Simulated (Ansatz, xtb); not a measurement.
**Redistribution: C4H8 + C2H3F3O → C4H8O + C2H3F3**

Species: C4H8 `C=CCC`, singlet; C2H3F3O `OCC(F)(F)F`, singlet; C4H8O (3-buten-1-ol) `C=CCCO`, singlet; C2H3F3 (1,1,1-trifluoroethane) `CC(F)(F)F`, singlet. The partners trade H for OH; both sit on C, so the bond types are kept.

Shapes, held fixed at every level: PBE0-D4/def2-TZVP. Flexible molecules stand in one conformer, not always the lowest. Programs: Ansatz 0.2.0, xtb 6.7.1. Electronic energies: no zero-point or thermal term.

```csv
level,kind,ΔE (kJ/mol),less CCSD(T)/CBS estimate,CPU time (sum over the molecules)
GFN1-xTB,semi-empirical,-16.8,-1.6,0.14 s
HF/def2-TZVPP,Hartree–Fock,-7.2,+8.0,–
PBE-D4/def2-TZVPP,GGA,-14.2,+1.0,20 s
r2SCAN-D4/def2-TZVPP,meta-GGA,-15.0,+0.2,33 s
wB97M-V/def2-TZVPP,range-separated hybrid,-14.6,+0.6,80 s
wB97X-V/def2-TZVPP,range-separated hybrid,-14.0,+1.2,55 s
MP2/def2-TZVPP,perturbation theory,-15.5,-0.3,–
CCSD(T)/def2-TZVPP,coupled cluster or CI,-14.3,+0.9,21 min
CCSD(T)/CBS estimate,coupled cluster or CI,-15.2,0.0,24 min
```

The highest level, CCSD(T)/CBS estimate, gives ΔE = -15.2 kJ/mol; the levels span -16.8 to -7.2. The column of differences is taken from that level and isn't an error. No measured value is set beside it here. The CBS estimate extrapolates MP2 from def2-TZVPP and def2-QZVPP and adds CCSD(T) − MP2 in the triple-zeta set, cores frozen. Times are processor times on shared x86 and Arm servers, and rough.
